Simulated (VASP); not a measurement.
# TiC (Fm-3m) in VASP: notebook, part 2 of 2

VASP 6.6.1.

### Step 4. Equation of state, PBEsol, 9.95 Å³/atom (volume scaled by 0.98)

Input file INCAR:

```
  PREC = Accurate
  ENCUT = 520
  EDIFF = 1E-7
  ISMEAR = -1
  SIGMA = 0.05
  LREAL = False
  LASPH = True
  NELM = 60
  ALGO = Normal
  ISIF = 2
  LWAVE = False
  LCHARG = False
  GGA = PS
  NBANDS = 15
```

Input file KPOINTS:

```
regular mesh
0
Gamma
  11 11 11
```

Input file POSCAR:

```
TiC
1.0
    0.0000000000      2.1511833799      2.1511833799
    2.1511833799      0.0000000000      2.1511833799
    2.1511833799      2.1511833799      0.0000000000
Ti C
1 1
Direct
    0.0000000000      0.0000000000      0.0000000000
    0.5000000000      0.5000000000      0.5000000000
```

Run with:

```console
$ cat potpaw_PBE.64/Ti_sv/POTCAR potpaw_PBE.64/C/POTCAR > POTCAR
$ mpirun -np 1 vasp_std > vasp.out
```

Run time: 16 s. Hardware: 1 thread of Intel Xeon Platinum 8259CL at 2.50GHz (Skylake/Cascade Lake), shared host; peak memory 0.14 GiB.

Results (log left out):

```
Free energy            : -19.8028 eV
Pressure               : -1.4 GPa
Band gap on the k mesh : none (metal or under the smearing width)
```

Caveat: the PAW data sets were made with another functional, which shifts forces and pressure a little.

### Step 5. Equation of state, PBEsol, 10.36 Å³/atom (volume scaled by 1.02)

INCAR is that of step 4.

KPOINTS is that of step 4.

Input file POSCAR:

```
TiC
1.0
    0.0000000000      2.1800617706      2.1800617706
    2.1800617706      0.0000000000      2.1800617706
    2.1800617706      2.1800617706      0.0000000000
Ti C
1 1
Direct
    0.0000000000      0.0000000000      0.0000000000
    0.5000000000      0.5000000000      0.5000000000
```

Run with:

```console
$ cat potpaw_PBE.64/Ti_sv/POTCAR potpaw_PBE.64/C/POTCAR > POTCAR
$ mpirun -np 1 vasp_std > vasp.out
```

It took 16 s on 1 thread of Intel Xeon Platinum 8259CL at 2.50GHz (Skylake/Cascade Lake), shared host; peak memory 0.15 GiB.

The run converged. Its results:

```
Free energy            : -19.7710 eV
Pressure               : -11.0 GPa
Band gap on the k mesh : none (metal or under the smearing width)
```

Caveat: the PAW data sets were made with another functional, which shifts forces and pressure a little.

### Step 6. Equation of state, PBEsol, 10.56 Å³/atom (volume scaled by 1.04)

INCAR is that of step 5.

KPOINTS is that of step 5.

Input file POSCAR:

```
TiC
1.0
    0.0000000000      2.1942184125      2.1942184125
    2.1942184125      0.0000000000      2.1942184125
    2.1942184125      2.1942184125      0.0000000000
Ti C
1 1
Direct
    0.0000000000      0.0000000000      0.0000000000
    0.5000000000      0.5000000000      0.5000000000
```

Potentials or basis: VASP PAW PBE potentials, release 64 (Ti_sv, C).

Run with:

```console
$ cat potpaw_PBE.64/Ti_sv/POTCAR potpaw_PBE.64/C/POTCAR > POTCAR
$ mpirun -np 1 vasp_std > vasp.out
```

It took 17 s on 1 thread of Intel Xeon Platinum 8259CL at 2.50GHz (Skylake/Cascade Lake), shared host; peak memory 0.15 GiB.

The run converged. Its results:

```
Free energy            : -19.7380 eV
Pressure               : -15.1 GPa
Band gap on the k mesh : none (metal or under the smearing width)
```

Caveat: the PAW data sets were made with another functional, which shifts forces and pressure a little.

### Step 7. Equation of state, PBEsol, 10.77 Å³/atom (volume scaled by 1.06)

INCAR is that of step 6.

KPOINTS is that of step 6.

Input file POSCAR:

```
TiC
1.0
    0.0000000000      2.2081947028      2.2081947028
    2.2081947028      0.0000000000      2.2081947028
    2.2081947028      2.2081947028      0.0000000000
Ti C
1 1
Direct
    0.0000000000      0.0000000000      0.0000000000
    0.5000000000      0.5000000000      0.5000000000
```

Run with:

```console
$ cat potpaw_PBE.64/Ti_sv/POTCAR potpaw_PBE.64/C/POTCAR > POTCAR
$ mpirun -np 1 vasp_std > vasp.out
```

Wall time 18 s (1 thread of Intel Xeon Platinum 8259CL at 2.50GHz (Skylake/Cascade Lake), shared host); peak memory 0.15 GiB.

It converged, with:

- Free energy: -19.6951 eV
- Pressure: -18.8 GPa
- Band gap on the k mesh: none (metal or under the smearing width)

Caveat: the PAW data sets were made with another functional, which shifts forces and pressure a little.

### Step 8. Equation of state, PBEsol

No new run: the results of the series are fitted here.

What came out:

```
Equilibrium volume                      : 9.91 Å³/atom
Bulk modulus                            : 266 GPa
Pressure derivative of the bulk modulus : 4.0
```

Energy against volume, from the lowest point:
| volume (Å³/atom) | energy (meV/atom) |
| --- | --- |
| 9.548 | 11.15 |
| 9.752 | 1.84 |
| 9.955 | 0.00 |
| 10.158 | 4.91 |
| 10.361 | 15.91 |
| 10.564 | 32.39 |
| 10.767 | 53.84 |

Caveat: the PAW data sets were made with another functional, which shifts forces and pressure a little.

### Step 9. Equation of state, PBE, 9.55 Å³/atom (volume scaled by 0.94)

Input file INCAR:

```
SYSTEM = TiC
PREC     = Accurate       ! precision mode
ENCUT    = 520            ! plane-wave cutoff, eV
EDIFF    = 1E-7           ! SCF threshold, eV
ISMEAR   = -1             ! smearing method
SIGMA    = 0.05           ! smearing width, eV
LREAL    = .FALSE.        ! projectors in reciprocal space
LASPH    = .TRUE.         ! aspherical terms in the spheres
NELM     = 100            ! most SCF steps
ALGO     = Normal         ! electronic algorithm
ISIF     = 2              ! what is computed and relaxed
LWAVE    = .FALSE.        ! write WAVECAR
LCHARG   = .FALSE.        ! write CHGCAR
GGA      = PE             ! functional
NBANDS   = 15             ! bands
```

Input file KPOINTS:

```
regular mesh
0
G
  11 11 11
  0 0 0
```

Input file POSCAR:

```
TiC
1.0
    0.0000000000      2.1215080947      2.1215080947
    2.1215080947      0.0000000000      2.1215080947
    2.1215080947      2.1215080947      0.0000000000
Ti C
1 1
Direct
    0.0000000000      0.0000000000      0.0000000000
    0.5000000000      0.5000000000      0.5000000000
```

Potentials or basis: VASP PAW PBE potentials, release 64 (Ti_sv, C).

Run with:

```console
$ cat potpaw_PBE.64/Ti_sv/POTCAR potpaw_PBE.64/C/POTCAR > POTCAR
$ mpirun -np 1 vasp_std > vasp.out
```

It took 14 s on 1 thread of Intel Xeon Platinum 8488C (Sapphire Rapids), shared host; peak memory 0.14 GiB.

Results (log left out):

```yaml
Free_energy: -18.6423 eV
Pressure: 18.1 GPa
Band_gap_on_the_k_mesh: none (metal or under the smearing width)
```

### Step 10. Equation of state, PBE, 9.75 Å³/atom (volume scaled by 0.96)

Input file INCAR:

```
PREC = Accurate
ENCUT = 520
EDIFF = 1E-7
ISMEAR = -1
SIGMA = 0.05
LREAL = False
LASPH = True
NELM = 80
ALGO = Normal
ISIF = 2
LWAVE = False
LCHARG = False
GGA = PE
NBANDS = 15
```

Input file KPOINTS:

```
regular mesh
0
Gamma
  11 11 11
```

Input file POSCAR:

```
TiC
1.0
    0.0000000000      2.1364487848      2.1364487848
    2.1364487848      0.0000000000      2.1364487848
    2.1364487848      2.1364487848      0.0000000000
Ti C
1 1
Direct
    0.0000000000      0.0000000000      0.0000000000
    0.5000000000      0.5000000000      0.5000000000
```

Run with:

```console
$ cat potpaw_PBE.64/Ti_sv/POTCAR potpaw_PBE.64/C/POTCAR > POTCAR
$ mpirun -np 1 vasp_std > vasp.out
```

Run time: 12 s. Hardware: 1 thread of Intel Xeon Platinum 8488C (Sapphire Rapids), shared host; peak memory 0.14 GiB.

Results (log left out):

* Free energy: -18.6801 eV
* Pressure: 11.6 GPa
* Band gap on the k mesh: none (metal or under the smearing width)

### Step 11. Equation of state, PBE, 9.95 Å³/atom (volume scaled by 0.98)

Input file INCAR:

```
PREC = Accurate ; ENCUT = 520
EDIFF = 1E-7 ; ISMEAR = -1
SIGMA = 0.05 ; LREAL = F
LASPH = T ; NELM = 100
ALGO = Normal ; ISIF = 2
LWAVE = F ; LCHARG = F
GGA = PE ; NBANDS = 15
```

KPOINTS is that of step 10.

Input file POSCAR:

```
TiC
1.0
    0.0000000000      2.1511833799      2.1511833799
    2.1511833799      0.0000000000      2.1511833799
    2.1511833799      2.1511833799      0.0000000000
Ti C
1 1
Direct
    0.0000000000      0.0000000000      0.0000000000
    0.5000000000      0.5000000000      0.5000000000
```

Run with:

```console
$ cat potpaw_PBE.64/Ti_sv/POTCAR potpaw_PBE.64/C/POTCAR > POTCAR
$ mpirun -np 1 vasp_std > vasp.out
```

Wall time 12 s (1 thread of Intel Xeon Platinum 8488C (Sapphire Rapids), shared host); peak memory 0.14 GiB.

Results (log left out):

```
Free energy            : -18.7023 eV
Pressure               : 5.8 GPa
Band gap on the k mesh : none (metal or under the smearing width)
```

### Step 12. Equation of state, PBE, 10.36 Å³/atom (volume scaled by 1.02)

Input file INCAR:

```
PREC = Accurate
ENCUT = 520
EDIFF = 1E-7
ISMEAR = -1
SIGMA = 0.05
LREAL = F
LASPH = T
NELM = 60
ALGO = Normal
ISIF = 2
LWAVE = F
LCHARG = F
GGA = PE
NBANDS = 15
```

KPOINTS is that of step 11.

Input file POSCAR:

```
TiC
1.0
    0.0000000000      2.1800617706      2.1800617706
    2.1800617706      0.0000000000      2.1800617706
    2.1800617706      2.1800617706      0.0000000000
Ti C
1 1
Direct
    0.0000000000      0.0000000000      0.0000000000
    0.5000000000      0.5000000000      0.5000000000
```

Potentials or basis: VASP PAW PBE potentials, release 64 (Ti_sv, C).

Run with:

```console
$ cat potpaw_PBE.64/Ti_sv/POTCAR potpaw_PBE.64/C/POTCAR > POTCAR
$ mpirun -np 1 vasp_std > vasp.out
```

Run time: 12 s. Hardware: 1 thread of Intel Xeon Platinum 8488C (Sapphire Rapids), shared host; peak memory 0.14 GiB.

Results (log left out):

* Free energy: -18.7056 eV
* Pressure: -4.3 GPa
* Band gap on the k mesh: none (metal or under the smearing width)

### Step 13. Equation of state, PBE, 10.56 Å³/atom (volume scaled by 1.04)

Input file INCAR:

```
SYSTEM = TiC
PREC = Accurate
ENCUT = 520
EDIFF = 1E-7
ISMEAR = -1
SIGMA = 0.05
LREAL = .False.
LASPH = .True.
NELM = 60
ALGO = Normal
ISIF = 2
LWAVE = .False.
LCHARG = .False.
GGA = PE
NBANDS = 15
```

Input file KPOINTS:

```
regular mesh
0
Gamma
  11 11 11
  0 0 0
```

Input file POSCAR:

```
TiC
1.0
    0.0000000000      2.1942184125      2.1942184125
    2.1942184125      0.0000000000      2.1942184125
    2.1942184125      2.1942184125      0.0000000000
Ti C
1 1
Direct
    0.0000000000      0.0000000000      0.0000000000
    0.5000000000      0.5000000000      0.5000000000
```

Run with:

```console
$ cat potpaw_PBE.64/Ti_sv/POTCAR potpaw_PBE.64/C/POTCAR > POTCAR
$ mpirun -np 1 vasp_std > vasp.out
```

Run time: 12 s. Hardware: 1 thread of Intel Xeon Platinum 8488C (Sapphire Rapids), shared host; peak memory 0.14 GiB.

Results (log left out):

```
Free energy            : -18.6894 eV
Pressure               : -8.6 GPa
Band gap on the k mesh : none (metal or under the smearing width)
```

### Step 14. Equation of state, PBE, 10.77 Å³/atom (volume scaled by 1.06)

Changes to INCAR since step 13:

```diff
@@ -8,3 +8,3 @@
 LASPH = .True.
-NELM = 60
+NELM = 100
 ALGO = Normal
```

Input file KPOINTS:

```
Automatic mesh
0
Gamma
  11 11 11
  0 0 0
```

Input file POSCAR:

```
TiC
1.0
    0.0000000000      2.2081947028      2.2081947028
    2.2081947028      0.0000000000      2.2081947028
    2.2081947028      2.2081947028      0.0000000000
Ti C
1 1
Direct
    0.0000000000      0.0000000000      0.0000000000
    0.5000000000      0.5000000000      0.5000000000
```

Run with:

```console
$ cat potpaw_PBE.64/Ti_sv/POTCAR potpaw_PBE.64/C/POTCAR > POTCAR
$ mpirun -np 1 vasp_std > vasp.out
```

Run time: 15 s. Hardware: 1 thread of Intel Xeon Platinum 8488C (Sapphire Rapids), shared host; peak memory 0.14 GiB.

It converged, with:

```
Free energy            : -18.6628 eV
Pressure               : -12.5 GPa
Band gap on the k mesh : none (metal or under the smearing width)
```

### Step 15. Equation of state, PBE

Potentials or basis: VASP PAW PBE potentials, release 64 (Ti_sv, C).

No new run: the results of the series are fitted here.

Results:

* Equilibrium volume: 10.18 Å³/atom
* Bulk modulus: 249 GPa
* Pressure derivative of the bulk modulus: 4.0

Energy against volume, from the lowest point:
```tsv
volume (Å³/atom)	energy (meV/atom)
9.548	34.00
9.752	15.12
9.955	4.04
10.158	0.00
10.361	2.35
10.564	10.46
10.767	23.80
```
